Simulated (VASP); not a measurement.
P:

```
P
1.0
     1.64774   -5.46504    0.00000
     1.64774    5.46504    0.00000
     0.00000    0.00000    4.54364
P
4
Cartesian
  1.6477 -4.4173 2.6754
  1.6477 4.4173 1.8683
  1.6477 -1.0477 0.4035
  1.6477 1.0477 4.1401
```

Base run:

```yaml
Program: VASP 6.6.1
Functional: PBE
Potentials_or_basis: VASP PAW PBE potentials, release 64 (P)
Cutoff: 520 eV
k_mesh: 8 × 8 × 6
Occupations: fermi-dirac, width 0.05 eV
Spin: no spin polarisation
```

Its results: band gap on the k mesh 0.11 eV, direct; pressure 1.7 GPa; largest force 0.287 eV/Å.

The run is repeated on the same cell with these changes: functional from PBE to PBEsol. What comes out?

Band gap on the k mesh 0.02 eV, direct; pressure -0.7 GPa; largest force 0.277 eV/Å.

PBEsol binds more tightly than PBE, so the same cell stands under less pressure.

Caveats: the PAW data sets were made with another functional, which shifts forces and pressure a little (some runs).

A k mesh can miss the band edges.

Not every run made on this cell is shown here.
